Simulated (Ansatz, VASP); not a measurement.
This is a calculation of N for VASP 6.6.1.

The input INCAR:

```
SYSTEM = N
  ALGO = Normal
  EDIFF = 1E-6
  ENCUT = 520
  GGA = PE
  ISIF = 2
  ISMEAR = -1
  LASPH = .True.
  LCHARG = .True.
  LELF = .True.
  LREAL = .False.
  LVHAR = .True.
  LWAVE = .False.
  NBANDS = 12
  NELM = 60
  PREC = Accurate
  SIGMA = 0.05
```

The input KPOINTS:

```
k-points
0
Gamma
  12 12 11
  0 0 0
```

Contents of POSCAR:

```
N
1.0
    2.5526285616      0.0000000000      0.0000000000
   -1.2763142808      2.2106411808      0.0000000000
    0.0000000000      0.0000000000      2.4781899281
N
2
Direct
    0.3333333333      0.6666666667      0.7500000000
    0.6666666667      0.3333333333      0.2500000000
```

Potentials or basis: VASP PAW PBE potentials, release 64 (N).

Command:

```bash
$ cat potpaw_PBE.64/N/POTCAR > POTCAR
$ mpirun -np 1 vasp_std > vasp.out
```

**Question.** Set up the same calculation for Ansatz 0.2.0. Potentials there: all-electron LAPW, scalar-relativistic.

**Answer.** As run (the cutoff follows the program's own potentials):

input.yaml

```yaml
crystal:
  lattice:
    - [2.5526285616, 0.0, 0.0]
    - [-1.2763142808, 2.2106411808, 0.0]
    - [0.0, 0.0, 2.4781899281]
  atoms:
    - { symbol: "N", position: [0.3333333333, 0.6666666667, 0.75] }
    - { symbol: "N", position: [0.6666666667, 0.3333333333, 0.25] }
kpoints:
  mp_grid: { grid: [12, 12, 11] }
scf:
  occupations: { method: fermi_dirac, width: 0.05 }
hamiltonian:
  xc: pbe
  pseudopotentials: { kind: all_electron, lapw: { basis_error: 0.0005 } }
output:
  forces: true
  stress: true
  eigenvalues: true
```

Potentials or basis: all-electron LAPW, scalar-relativistic.

The run is started by

```sh
$ ansatz run input.yaml --threads 1 --pin off --max-ram 2560MiB --backend cpu --events-out ev --progress --plain --runs-dir out
```

Both were run:

|  | VASP | Ansatz | Ansatz less VASP |
| --- | --- | --- | --- |
| gap on the k mesh at the Fermi level (eV) | none | none | - |
| pressure (GPa) | 1.9 | 1.8 | -0.10 |
| largest component of the traceless stress (GPa) | 9.31 | 9.41 | +0.097 |

A gap of «none» marks a metal or a gap that the smearing closes. Ansatz ran all-electron here, so the differences hold the error of VASP's frozen core and of both bases.
